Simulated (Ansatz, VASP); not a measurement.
**KI in two plane-wave programs**

Aim: how closely do two programs agree when they are given the same cell, functional and k mesh? The cell is taken from a series of VASP runs on this material, whose earlier steps may have relaxed, scaled or displaced it; both programs get it as it stands.

Method: plane waves, with VASP 6.6.1 beside it; band structure at r2SCAN, band structure at LDA and band structure at r2SCAN, spin-orbit coupling, in Ansatz 0.2.0.

### Step 1. Starting point

It takes space group Fm-3m (No. 225, cubic). Conventional cell: a = 7.049 Å, b = 7.049 Å, c = 7.049 Å, α = 90.00°, β = 90.00°, γ = 90.00°. Nearest to I lie 6 K at 3.52 Å. Nearest to K lie 6 I at 3.52 Å. Farther neighbours and most contacts between anions are not listed.

### Step 2. Ansatz: band structure, r2SCAN

Ansatz runs on its default PAW (the set named soft_2) files.

Levels along a path test the potential and the projectors away from the mesh points.

input.yaml reads:

```yaml
crystal:
  lattice:
    - [0.0, 3.52455, 3.52455]
    - [3.52455, 0.0, 3.52455]
    - [3.52455, 3.52455, 0.0]
  atoms:
    - { symbol: I, position: [0.5, 0.5, 0.5] }
    - { symbol: K, position: [0.0, 0.0, 0.0] }
hamiltonian:
  xc: r2scan
  pseudopotentials: { kind: paw }
kpoints:
  mp_grid: { grid: [6, 6, 6] }
  band_path:
    path:
      - [0.0, 0.0, 0.0]
      - [0.16667, 0.0, 0.16667]
      - [0.33333, 0.0, 0.33333]
      - [0.5, 0.0, 0.5]
      - [0.5, 0.08333, 0.58333]
      - [0.5, 0.19444, 0.69444]
      - [0.5, 0.25, 0.75]
      - [0.45833, 0.29167, 0.75]
      - [0.40278, 0.34722, 0.75]
      - [0.375, 0.375, 0.75]
      - [0.20833, 0.20833, 0.41667]
      - [0.08333, 0.08333, 0.16667]
      - [0.0, 0.0, 0.0]
      - [0.22222, 0.22222, 0.22222]
      - [0.38889, 0.38889, 0.38889]
      - [0.51389, 0.47222, 0.51389]
      - [0.55556, 0.38889, 0.55556]
      - [0.61111, 0.27778, 0.61111]
      - [0.61111, 0.25, 0.63889]
      - [0.56944, 0.25, 0.68056]
      - [0.51389, 0.25, 0.73611]
      - [0.5, 0.27778, 0.72222]
      - [0.5, 0.38889, 0.61111]
      - [0.5, 0.47222, 0.52778]
      - [0.48611, 0.48611, 0.52778]
      - [0.43056, 0.43056, 0.63889]
      - [0.38889, 0.38889, 0.72222]
      - [0.59722, 0.19444, 0.59722]
      - [0.55556, 0.11111, 0.55556]
      - [0.5, 0.0, 0.5]
    npoints: 1
scf:
  occupations: { method: gaussian, width: 0.03 }
  n_extra_bands: 7
output:
  forces: true
  stress: true
  eigenvalues: true
```

Run with:

```sh
$ ansatz run input.yaml --threads 2 --pin off --max-ram 4608MiB --backend cpu --events-out ev --progress --plain --runs-dir out
```

Numbers of over 12 decimals in the logs are rounded to 6 here.

The program printed:

```text
scf.n_extra_bands = 7 over 13 filled bands (N_el = 26.0): the run solves 20 bands
Engine: ansatz 0.2.0, aarch64-unknown-linux-gnu
Pseudopotentials: kind: paw
Pseudopotential: I, paw, valence charge 17, recommended cutoff 500 eV (meta_gga), I.paw.azcp
Pseudopotential: K, paw, valence charge 9, recommended cutoff 500 eV (meta_gga), K.paw.azcp
Functional definition: r2SCAN
  parameter k0 = 0.174
  parameter k1 = 0.065
  parameter a1 = 4.9479
  exchange = r2scan_x(k0 = k0, k1 = k1, a1 = a1)
  correlation = r2scan_c
Crystal: 2 atoms, lattice volume = 87.567 Å³
Basis set: ecut = 500 eV, 2229 PW (Γ), exchange–correlation on 160×160×160 points (64 copies of the dense FFT grid, shifted against one another)
Bands: 20, of which v1, the nominal top of the filled ones, is band 13 counted from 1 (12 counted from 0)
Symmetry: 48 space group operations
Space group: Fm-3m (ITA 225), of the structure as read, at distance tolerance 4.4e-5 Å
k-points: 16 of 216
Non-local potential: I, projectors of the file, l = 0: 2, l = 1: 2, l = 2: 2, l = 3: 2
Non-local potential: K, projectors of the file, l = 0: 3, l = 1: 2, l = 2: 2
PAW form: soft (Blöchl's): semilocal exchange-correlation on the pseudo side does not see the compensation charge
PAW frozen core: I, regenerated for the run's functional (the file was generated under x = pbe(κ = 0.804, μ = 0.219515), c = pbe(β = 0.066725))
PAW frozen core: K, regenerated for the run's functional (the file was generated under x = pbe(κ = 0.804, μ = 0.219515), c = pbe(β = 0.066725))
PAW one-centre angular grid: I, 590 points (default); XC on 160 Gauss nodes
PAW one-centre angular grid: K, 302 points (default); XC on 160 Gauss nodes
Initial density: superposition of atomic densities (neutral atoms: chi_scale 0, normalization atom), corrected by the library's trained network
Initial wavefunctions: pseudopotential atomic-orbital guess
Functional: x = r2scan, c = r2scan; τ floored in thin density (d = 2e-4 eV/Å³)
SCF iter   1: F=—  HF=-9073.911345 eV  |F-HF|=—  |Δ(HF+E_count)|=         —  Δρ=2.51e-3  dr2=3.37e-3  dr2_τ=6.60e-4  ethr=1.77e-3  ⟨swp⟩=6.7  Hψ=1851  notcnv=0  defer=2
preconditioner: auto → none  [insulator: Δε(μ)=4.651 eV  Ē_g=15.566 eV  σ=0.030 eV  W_gap=1.00  n_scr=14 (ndim 8)  ℏωp=14.8 eV  f_vac=0.136  D(μ)=0.00/eV (n_scr^D=0)  ε∞_Penn≈1.9]
SCF iter   2: F=—  HF=-9073.920104 eV  |F-HF|=—  |Δ(HF+E_count)|=   8.76e-3  Δρ=1.00e-3  dr2=4.13e-4  dr2_τ=4.48e-5  ethr=1.30e-5  ⟨swp⟩=3.6  Hψ=808  notcnv=0  defer=20
SCF iter   3: F=—  HF=-9073.920256 eV  |F-HF|=—  |Δ(HF+E_count)|=   1.52e-4  Δρ=2.23e-4  dr2=3.58e-5  dr2_τ=4.81e-6  ethr=1.59e-6  ⟨swp⟩=2.0  Hψ=552  notcnv=0  defer=20
SCF iter   4: F=—  HF=-9073.920263 eV  |F-HF|=—  |Δ(HF+E_count)|=   6.91e-6  Δρ=9.56e-5  dr2=7.10e-6  dr2_τ=2.84e-7  ethr=1.38e-7  ⟨swp⟩=2.0  Hψ=508  notcnv=0  defer=20
SCF iter   5: F=—  HF=-9073.920264 eV  |F-HF|=—  |Δ(HF+E_count)|=   8.36e-7  Δρ=1.48e-5  dr2=3.42e-7  dr2_τ=1.23e-8  ethr=2.73e-8  ⟨swp⟩=3.0  Hψ=506  notcnv=0  defer=20
SCF iter   6: F=-9073.920264 eV  HF=-9073.920264 eV  |F-HF|=3.74e-9  |Δ(HF+E_count)|=   8.01e-8  Δρ=1.99e-6  dr2=4.91e-9  dr2_τ=2.11e-10  ethr=3.85e-10  ⟨swp⟩=9.9  Hψ=1737  notcnv=0
SCF 1 converged in 6 iterations: F = -9073.920264 eV  dr2 = 4.91e-9
  greatest PAW one-centre occupation: 0.999 electrons in one spin orbital (limit 2), on the I atom at site 0 (counted from 0), in its partial waves of l = 2
NSCF: frozen V_eff on 30 k-points
SCF converged after 6 iterations
Free energy (F): -9073.920264 eV
Harris-Foulkes:  -9073.920264 eV  (|F-HF|=3.74e-9)
Internal energy: -9073.920264 eV  (E = F + TS)
E sigma→0 (E₀):  -9073.920264 eV
Fermi energy:    4.295157 eV
--- Per-component energies (eV) ---
  E_band       = -542.238768
  E_kinetic    = 442.817972
  E_local      = -2820.338483  (includes V_loc(G=0)·N_el)
  E_nonlocal   = -77.364933
  E_hartree    = 1336.974569
  E_xc         = -255.101865
  E_vxc        = -326.406523  (∫ρ·V_xc dr)
  E_paw        = -5627.525037  (= ΣΔE_a)
  E_vpaw       = -454.383100  (= ΣTr[D̂ρ^β])
  E_aug_tail   = -0.000039  (compensation charges beyond the density's cutoff)
  E_vtau       = 19.491081  (kinetic-family band-sum trace: ∫τ·v_τ [+ j·A + Jᵃ·Aᵃ] dr)
  E_ewald      = -2073.259316
  E_core_change = -0.123132  (= ΣΔE_core)
  E_smearing   = -0.000000  (= −TS)
  E_closure    = -0.000000  (closes the sum)
  Σ components = -9073.920264   (vs F -9073.920264, Δ=0.00e0)
--- Forces (eV/Å), atoms counted from 1 ---
  atom   1  I      0.00000000    -0.00000000    -0.00000000
  atom   2  K     -0.00000000     0.00000000     0.00000000
  max |Σ_I F_I| component: 3.60e-29 eV/Å
--- Stress (GPa, compression-positive) ---
        0.238568       0.000000       0.000000
       -0.000000       0.238568      -0.000000
       -0.000000       0.000000       0.238568
  P = ⅓ Tr σ = 0.2386 GPa (2.386 kbar)
--- Band table (eV; the first three rows and the last of 16) ---
  k-point 0: bands = [... 9 lower, -8.8368, 1.9805, 1.9805, 1.9805, 6.6096, 9.0386, 9.0386, 9.0386, ... 3 higher]
  k-point 1: bands = [... 9 lower, -8.7558, 1.5682, 1.8889, 1.8889, 7.2256, 8.9345, 9.3463, 9.3463, ... 3 higher]
  k-point 2: bands = [... 9 lower, -8.6023, 0.9191, 1.7183, 1.7183, 7.8949, 9.6276, 10.0946, 10.0946, ... 3 higher]
  k-point 15: bands = [... 9 lower, -8.6297, 1.0851, 1.4035, 1.4315, 8.1188, 9.1356, 9.9628, 11.1127, ... 3 higher]
```

Elapsed: 6.9 s, on 2 threads of Arm Neoverse N1, shared host; peak memory 0.58 GiB; 13 s of CPU time.

### Step 3. VASP: band structure, r2SCAN

The same cell, functional, mesh and smearing now go to VASP, with its own data sets and cutoff.

Lines of VASP's logs that name or quote its potential files are left out, and so is its time.

INCAR reads:

```
SYSTEM = KI
PREC = Accurate
ENCUT = 350
EDIFF = 1E-06
NELM = 100
ISMEAR = 0
SIGMA = 0.03
LREAL = .FALSE.
ALGO = Normal
METAGGA = R2SCAN
LASPH = .TRUE.
NBANDS = 20
LORBIT = 11
LWAVE = .FALSE.
LCHARG = .FALSE.
KPAR = 4
```

POSCAR reads:

```
KI
1.0
    0.0000000000      3.5245500000      3.5245500000
    3.5245500000      0.0000000000      3.5245500000
    3.5245500000      3.5245500000      0.0000000000
I K
1 1
Direct
    0.5000000000      0.5000000000      0.5000000000
    0.0000000000      0.0000000000      0.0000000000
```

KPOINTS reads:

```
Automatic mesh
0
Gamma
6 6 6
0 0 0
```

KPOINTS_OPT reads:

```
Line mode
10
Line-mode
Reciprocal
  0.00000000   0.00000000   0.00000000 GAMMA
  0.50000000   0.00000000   0.50000000 X

  0.50000000   0.00000000   0.50000000 X
  0.50000000   0.25000000   0.75000000 W

  0.50000000   0.25000000   0.75000000 W
  0.37500000   0.37500000   0.75000000 K

  0.37500000   0.37500000   0.75000000 K
  0.00000000   0.00000000   0.00000000 GAMMA

  0.00000000   0.00000000   0.00000000 GAMMA
  0.50000000   0.50000000   0.50000000 L

  0.50000000   0.50000000   0.50000000 L
  0.62500000   0.25000000   0.62500000 U

  0.62500000   0.25000000   0.62500000 U
  0.50000000   0.25000000   0.75000000 W

  0.50000000   0.25000000   0.75000000 W
  0.50000000   0.50000000   0.50000000 L

  0.50000000   0.50000000   0.50000000 L
  0.37500000   0.37500000   0.75000000 K

  0.62500000   0.25000000   0.62500000 U
  0.50000000   0.00000000   0.50000000 X
```

PAW data sets: I and K_sv (PBE family, release 64).

Run with:

```sh
$ mpirun -np 4 vasp_std
```

The program printed:

```text
[banner, memory and clock lines left out]
running    4 mpi-ranks, on    1 nodes
 distrk:  each k-point on    1 cores,    4 groups
 distr:  one band on    1 cores,    1 groups

 POSCAR found type information on POSCAR I K
 POSCAR found :  2 types and       2 ions
|                                                                             |
|               ----> ADVICE to this user running VASP <----                  |
|                                                                             |
|     You enforced a specific xc type in the INCAR file but a different       |
|     [... a line on the potential file left out ...]
|     I HOPE YOU KNOW WHAT YOU ARE DOING!                                     |
|                                                                             |

 LDA part: xc-table for (None), standard interpolation
 POSCAR, INCAR and KPOINTS ok, starting setup
 FFT: planning ... GRIDC
 FFT: planning ... GRID_SOFT
 FFT: planning ... GRID
 WAVECAR not read
 entering main loop
       N       E                     dE             d eps       ncg     rms          rms(c)
DAV:   1     0.371855511388E+02    0.37186E+02   -0.50759E+03   640   0.514E+02
DAV:   2    -0.335081174917E+02   -0.70694E+02   -0.67205E+02   824   0.153E+02
DAV:   3    -0.371609281015E+02   -0.36528E+01   -0.36314E+01   928   0.287E+01
DAV:   4    -0.373383449387E+02   -0.17742E+00   -0.17727E+00   920   0.569E+00
DAV:   5    -0.373401888287E+02   -0.18439E-02   -0.18438E-02   888   0.626E-01    0.316E+00
DAV:   6    -0.339782976545E+02    0.33619E+01   -0.84939E-01  1024   0.615E+00    0.217E+00
DAV:   7    -0.339680605676E+02    0.10237E-01   -0.65508E-02   812   0.131E+00    0.118E+00
DAV:   8    -0.339780645392E+02   -0.10004E-01   -0.17846E-02   808   0.667E-01    0.506E-01
DAV:   9    -0.339806476277E+02   -0.25831E-02   -0.26679E-03   696   0.341E-01    0.114E-01
DAV:  10    -0.339806039951E+02    0.43633E-04   -0.64142E-05   800   0.445E-02    0.472E-02
DAV:  11    -0.339806528307E+02   -0.48836E-04   -0.35527E-05   728   0.318E-02    0.675E-03
DAV:  12    -0.339806554670E+02   -0.26363E-05   -0.32336E-06   792   0.113E-02    0.266E-03
DAV:  13    -0.339806552533E+02    0.21367E-06   -0.12688E-07   684   0.209E-03
   1 F= -.33980655E+02 E0= -.33980655E+02  d E =-.476462E-29
 Start KPOINTS_OPT (optional k-point list driver)
k-point batch [1-16\100]
       N       E                     dE             ncg
DAV:   1    -0.146652600854E+04   -0.56014E+04      640
DAV:   2    -0.264470093397E+04   -0.11782E+04      824
DAV:   3    -0.270414870905E+04   -0.59448E+02      884
DAV:   4    -0.270683517304E+04   -0.26865E+01      984
DAV:   5    -0.270686269482E+04   -0.27522E-01      868
DAV:   6    -0.270686338540E+04   -0.69058E-03      892
DAV:   7    -0.270686339310E+04   -0.77046E-05      916
DAV:   8    -0.270686339325E+04   -0.14597E-06      672
[...]
k-point batch [97-100\100]
       N       E                     dE             ncg
DAV:   1     0.418361859340E+04   -0.18059E+04      160
DAV:   2     0.389783865134E+04   -0.28578E+03      216
DAV:   3     0.388311292517E+04   -0.14726E+02      224
DAV:   4     0.388239975185E+04   -0.71317E+00      240
DAV:   5     0.388239254393E+04   -0.72079E-02      208
DAV:   6     0.388239226624E+04   -0.27768E-03      240
DAV:   7     0.388239226419E+04   -0.20497E-05      208
DAV:   8     0.388239226416E+04   -0.38546E-07      152
```

From OUTCAR (step 3):

```text
ion  position               nearest neighbor table
   1  0.500  0.500  0.500-   2 3.52   2 3.52   2 3.52   2 3.52   2 3.52   2 3.52
   2  0.000  0.000  0.000-   1 3.52   1 3.52   1 3.52   1 3.52   1 3.52   1 3.52

  LATTYP: Found a face centered cubic cell.
 ALAT       =     7.0491000000

 Subroutine GETGRP returns: Found 48 space group operations
 (whereof 48 operations were pure point group operations)

The static configuration has the point symmetry O_h .

 Found     16 irreducible k-points:

   k-points           NKPTS =     16   k-points in BZ     NKDIM =     16   number of bands    NBANDS=     20

   dimension x,y,z NGX =    30 NGY =   30 NGZ =   30
   dimension x,y,z NGXF=    60 NGYF=   60 NGZF=   60

   ENCUT  =  350.0 eV  25.72 Ry    5.07 a.u.   7.60  7.60  7.60*2*pi/ulx,y,z

   NELECT =      16.0000    total number of electrons

 k-points in reciprocal lattice and weights: Automatic mesh
   0.00000000  0.00000000  0.00000000       0.005
   0.16666667  0.00000000  0.00000000       0.037
   0.33333333  0.00000000  0.00000000       0.037
   0.50000000  0.00000000  0.00000000       0.019
   0.16666667  0.16666667  0.00000000       0.028
   0.33333333  0.16666667  0.00000000       0.111
   0.50000000  0.16666667  0.00000000       0.111
  -0.33333333  0.16666667  0.00000000       0.111
  -0.16666667  0.16666667  0.00000000       0.056
[...]
-0.33333333  0.33333333  0.16666667       0.111
  -0.33333333  0.50000000  0.16666667       0.056

 average (electrostatic) potential at core
       1 -99.1850       2 -39.7785

 E-fermi :  -0.4875

 k-point     1 :       0.0000    0.0000    0.0000
  band No.  band energies     occupation
    ...
      4     -13.0809      2.00000
      5     -11.5417      2.00000
      6      -0.7183      2.00000
      7      -0.7183      2.00000
      8      -0.7183      2.00000
      9       3.9082      0.00000
     10       6.3264      0.00000
     11       6.3264      0.00000
     12       6.3264      0.00000
     13       7.1837      0.00000
    ...

 k-point     2 :       0.1667    0.0000    0.0000
  band No.  band energies     occupation
    ...
      4     -13.0815      2.00000
      5     -11.4632      2.00000
      6      -1.1311      2.00000
      7      -0.8098      2.00000
      8      -0.8098      2.00000
      9       4.5243      0.00000
     10       6.2251      0.00000
     11       6.6343      0.00000
     12       6.6343      0.00000
     13       7.5140      0.00000
    ...

 k-point     3 :       0.3333    0.0000    0.0000
  band No.  band energies     occupation
    ...
      4     -13.0824      2.00000
      5     -11.3133      2.00000
      6      -1.7805      2.00000
      7      -0.9800      2.00000
      8      -0.9800      2.00000
      9       5.1912      0.00000
     10       6.9243      0.00000
     11       7.3839      0.00000
     12       7.3840      0.00000
     13       8.3844      0.00000
    ...

  Total        0.1088615      0.1088615      0.1088615      0.0000000      0.0000000     -0.0000000
  in kB        1.9917906      1.9917906      1.9917906      0.0000000      0.0000000     -0.0000000
  external PRESSURE =       1.9917906 kB  Pullay stress =       0.0000000 kB

  energy-cutoff  :      350.00
  volume of cell :       87.57
      direct lattice vectors                 reciprocal lattice vectors
     0.000000000  3.524550000  3.524550000    -0.141862082  0.141862082  0.141862082
     3.524550000  0.000000000  3.524550000     0.141862082 -0.141862082  0.141862082
     3.524550000  3.524550000  0.000000000     0.141862082  0.141862082 -0.141862082

 POSITION                                       TOTAL-FORCE (eV/Angst)
 -----------------------------------------------------------------------------------
      3.52455      3.52455      3.52455         0.000000     -0.000000     -0.000000
      0.00000      0.00000      0.00000        -0.000000      0.000000      0.000000
 -----------------------------------------------------------------------------------
    total drift:                               -0.000000      0.000000      0.000000

  FREE ENERGIE OF THE ION-ELECTRON SYSTEM (eV)
  ---------------------------------------------------
  free  energy   TOTEN  =       -33.9806552533 eV

  energy  without entropy=      -33.9806552533  energy(sigma->0) =      -33.98065525

 total charge
# of ion       s       p       d       tot
------------------------------------------
    1        1.491   2.898   0.001   4.391
    2        1.958   5.673   0.021   7.652
--------------------------------------------------
tot          3.449   8.572   0.022  12.043

[... 3 further parts left out ...]
```

The run ends at a pressure of 0.20 GPa.

### Step 4. Side by side

Known differences besides the potentials themselves: VASP keeps PBE cores, Ansatz makes them for the functional; the data sets hold 26 valence electrons in Ansatz (default PAW (the set named soft_2) files) and 16 in VASP; the cutoff is 500 eV in Ansatz and 350 eV in VASP. Total energies have different zeros and are not compared.

The two programs side by side:

```csv
quantity,Ansatz,VASP,difference
pressure (GPa),0.24,0.20,+0.04
gap over the path points (eV),4.629,4.627,+0.003
```

Levels at points of the path, from each program's valence-band top (eV; 3 filled, then empty):

```csv
k (reciprocal lattice),Ansatz,VASP
0.000 0.000 0.000,0.00 0.00 0.00 4.63 7.06 7.06,0.00 0.00 0.00 4.63 7.04 7.04
0.167 0.000 0.167,-0.49 -0.11 -0.11 5.40 6.43 7.75,-0.49 -0.11 -0.11 5.40 6.42 7.73
0.333 0.000 0.333,-0.96 -0.30 -0.30 5.66 6.43 8.57,-0.96 -0.30 -0.30 5.65 6.43 8.56
0.500 0.000 0.500,-1.03 -0.38 -0.38 5.37 6.52 8.86,-1.03 -0.38 -0.38 5.36 6.51 8.84
0.500 0.083 0.583,-0.99 -0.44 -0.43 5.57 6.72 8.96,-1.00 -0.44 -0.44 5.56 6.71 8.95
0.500 0.194 0.694,-0.85 -0.63 -0.58 6.39 7.29 7.64,-0.85 -0.64 -0.58 6.38 7.28 7.63
0.500 0.250 0.750,-0.75 -0.75 -0.60 6.98 6.98 7.41,-0.75 -0.75 -0.60 6.97 6.97 7.40
0.458 0.292 0.750,-0.82 -0.73 -0.53 6.54 7.40 7.47,-0.82 -0.73 -0.53 6.53 7.39 7.47
0.403 0.347 0.750,-0.87 -0.76 -0.41 6.15 7.39 8.08,-0.88 -0.76 -0.41 6.14 7.39 8.08
0.375 0.375 0.750,-0.88 -0.77 -0.39 6.10 7.39 8.20,-0.88 -0.77 -0.39 6.09 7.39 8.20
```

Among the levels compared at these points, filled levels agree within 4 meV and empty ones within 14 meV. Ansatz's pressure holds a Pulay correction of 0.01 GPa; VASP's holds none.

### Step 5. Ansatz: band structure, LDA

The same path points are solved in both programs, so levels can be compared one by one. The cell compared in this pair holds 79.63 Å³, against 87.57 Å³ for the pair before.

The cell is taken from a series of VASP runs on this material, whose earlier steps may have relaxed, scaled or displaced it; both programs get it as it stands.

Changes to input.yaml since step 2:

```diff
@@ -2,5 +2,5 @@
   lattice:
-    - [0.0, 3.52455, 3.52455]
-    - [3.52455, 0.0, 3.52455]
-    - [3.52455, 3.52455, 0.0]
+    - [0.0, 3.4146498496, 3.4146498496]
+    - [3.4146498496, 0.0, 3.4146498496]
+    - [3.4146498496, 3.4146498496, 0.0]
   atoms:
@@ -9,3 +9,3 @@
 hamiltonian:
-  xc: r2scan
+  xc: lda
   pseudopotentials: { kind: paw }
```

Run with:

```sh
$ ansatz run input.yaml --threads 2 --pin off --max-ram 4608MiB --backend cpu --events-out ev --progress --plain --runs-dir out
```

The program printed:

```text
[...]
Crystal: 2 atoms, lattice volume = 79.628 Å³
Basis set: ecut = 420 eV, 1471 PW (Γ)
Bands: 20, of which v1, the nominal top of the filled ones, is band 13 counted from 1 (12 counted from 0)
Symmetry: 48 space group operations
[...]
k-points: 16 of 216
[...]
k-point 0: bands = [... 9 lower, -7.9313, 2.8539, 2.8539, 2.8539, 6.7094, 9.0954, 9.0954, 9.0954, ... 3 higher]
  k-point 1: bands = [... 9 lower, -7.7902, 2.3191, 2.7301, 2.7301, 7.4113, 9.0414, 9.4189, 9.4189, ... 3 higher]
  k-point 2: bands = [... 9 lower, -7.5527, 1.5353, 2.5058, 2.5058, 8.0716, 9.8991, 10.2213, 10.2213, ... 3 higher]
  k-point 15: bands = [... 9 lower, -7.6438, 1.7984, 2.1669, 2.1670, 8.2174, 9.2727, 10.2056, 11.2892, ... 3 higher]
[key lines of the parts left out:]
SCF converged after 6 iterations
Free energy (F): -8855.097037 eV
Fermi energy:    4.781744 eV
P = ⅓ Tr σ = -0.0819 GPa (-0.819 kbar)
```

It took 2.9 s on 2 threads; peak memory 0.29 GiB; 5.1 s of CPU time.

[end of part 1 of 2]

[Lines on the potential files, build, host, timing and source positions are cut from VASP's logs without a mark.]

[Logs are printed without paths, hosts, clocks, repeated set-up lines and the standing remarks that a program may print on its own settings, such as how far it seeks lower states.]

[Hosts, paths, dates, database ids (printed as entryN), source tags and the programs' standing remarks are cut or masked in the printed files.]
